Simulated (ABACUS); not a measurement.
TePb: equation of state with PBE

The system is TePb.

```
Pb Te
1.0
     0.00000    3.23100    3.23100
     3.23100    0.00000    3.23100
     3.23100    3.23100    0.00000
Pb Te
1 1
Direct
  0.00000 0.00000 0.00000
  0.50000 0.50000 0.50000
```

```json
{"Program": "ABACUS 3.10.1", "Task": "equation of state", "Functional": "PBE", "Potentials or basis": "PseudoDojo NC SR 0.4.1 PBE standard", "Cutoff": "1129 eV", "Density cutoff": "4517 eV", "Basis": "plane waves", "k mesh": "7 × 7 × 7", "Occupations": "fermi-dirac, width 0.05 eV", "Spin": "no spin polarisation", "Radial cutoff of the potentials (pseudo_rcut)": "10 bohr", "SCF threshold on the density": "1e-08", "Max SCF steps": "100", "Eigensolver": "dav", "Mixing": "broyden", "Mixing share": "0.7", "Symmetry key": "1", "Bands": "19"}
```

```yaml
Equilibrium_volume: 35.44 Å³/atom
Bulk_modulus: 39 GPa
Pressure_derivative_of_the_bulk_modulus: 4.5
```

Energy against volume, from the lowest point:
| volume (Å³/atom) | energy (meV/atom) |
| --- | --- |
| 31.706 | 57.72 |
| 32.380 | 37.15 |
| 33.055 | 21.58 |
| 33.730 | 10.52 |
| 34.404 | 3.49 |
| 35.079 | 0.11 |
| 35.753 | 0.00 |

All runs of the series together: 56 s on 4 threads of Intel(R) Xeon(R) 6975P-C (Granite Rapids) (shared host).

 Zero-point motion and thermal expansion aren't in these numbers.
